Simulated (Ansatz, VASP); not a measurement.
**One calculation of Zr, two programs**

The input INCAR:

```
PREC     = Accurate       # precision mode
ENCUT    = 520            # plane-wave cutoff, eV
EDIFF    = 1E-8           # SCF threshold, eV
ISMEAR   = -1             # smearing method
SIGMA    = 0.05           # smearing width, eV
LREAL    = F              # projectors in reciprocal space
LASPH    = T              # aspherical terms in the spheres
NELM     = 100            # most SCF steps
ALGO     = Normal         # electronic algorithm
ISIF     = 2              # what is computed and relaxed
LWAVE    = F              # write WAVECAR
LCHARG   = F              # write CHGCAR
GGA      = CA             # functional
LEFG     = T            
NBANDS   = 12             # bands
```

File KPOINTS:

```
Automatic mesh
0
Gamma
  13 13 13
```

The input POSCAR:

```
Zr
1.0
    0.0000000000      2.2550000000      2.2550000000
    2.2550000000      0.0000000000      2.2550000000
    2.2550000000      2.2550000000      0.0000000000
Zr
1
Direct
    0.0000000000      0.0000000000      0.0000000000
```

Input for Ansatz:

```yaml
crystal:
  lattice:
    - [0.0, 2.255, 2.255]
    - [2.255, 0.0, 2.255]
    - [2.255, 2.255, 0.0]
  atoms:
    - { symbol: Zr, position: [0.0, 0.0, 0.0] }
kpoints:
  mp_grid: { grid: [13, 13, 13] }
  band_path:
    path:
      - [0.0, 0.0, 0.0]
      - [0.5, 0.0, 0.5]
      - [0.625, 0.25, 0.625]
      - [0.375, 0.375, 0.75]
      - [0.0, 0.0, 0.0]
      - [0.5, 0.5, 0.5]
      - [0.5, 0.25, 0.75]
      - [0.5, 0.0, 0.5]
    npoints: 5
scf:
  occupations: { method: fermi_dirac, width: 0.05 }
hamiltonian:
  xc: lda
  pseudopotentials: { kind: paw }
output:
  forces: true
  stress: true
  eigenvalues: true
  efg: { contact_densities: true }
```

Alike in both runs: task electric field gradients; functional LDA; k mesh 13 × 13 × 13; occupations fermi-dirac, width 0.05 eV; no spin polarisation.

|  | VASP | Ansatz |
| --- | --- | --- |
| version | VASP 6.6.1 | Ansatz 0.2.0 |
| potentials or method | VASP PAW LDA potentials, release 64 (Zr_sv) | PAW with Ansatz's default frozen-core files, scalar-relativistic |
| plane-wave cutoff (eV) | 520 | 420 |
| valence electrons in the cell | 12 | 12 |

|  | VASP | Ansatz | Ansatz less VASP |
| --- | --- | --- | --- |
| pressure (GPa) | -5.5 | -5.6 | -0.07 |
| Vzz of the field gradient on the site that differs most (V/Å²) | 0.0 | 0.0 | 0.00 |

Ansatz warned: «gradients_without_spin_orbit».
